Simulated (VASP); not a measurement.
The system is TiO.

```
Ti O
1.0
     2.70834    0.00000    0.00000
     0.00000    2.70834    0.00000
     0.00000    0.00000    2.70834
Ti O
1 1
Direct
  0.00000 0.00000 0.00000
  0.50000 0.50000 0.50000
```

The cell comes from a database or a generator and needn't be the stable form of this composition.

Base run:

| Quantity | Value |
| --- | --- |
| Program | VASP 6.6.1 |
| Functional | LDA |
| Potentials or basis | VASP PAW LDA potentials, release 64 (Ti_sv, O) |
| Cutoff | 520 eV |
| k mesh | 7 × 7 × 7 |
| Occupations | gaussian, width 0.05 eV |
| Spin | collinear spin, ferromagnetic start |
| Starting moments | [1.0, 0.0] μB |

Its results: band gap on the k mesh none (metal or under the smearing width); pressure -27.7 GPa; net moment 0.05 μB per cell; site moments Ti +0.04; O +0.00 μB.

**Question.** The run is repeated on the same cell with these changes: hubbard terms from none to Ti d U = 2 eV. What comes out?

**Answer.** Band gap on the k mesh none (metal or under the smearing width); pressure -23.4 GPa; net moment 0.17 μB per cell; site moments Ti +0.14; O +0.01 μB.

Caveats: so large a pressure means that the cell lies far from this level's equilibrium, or that cutoff or potentials fall short (some runs); semilocal functionals often make such compounds metallic where correlation or magnetic order opens a gap, which also shifts bond lengths (some runs).

Not every run made on this cell is shown here.
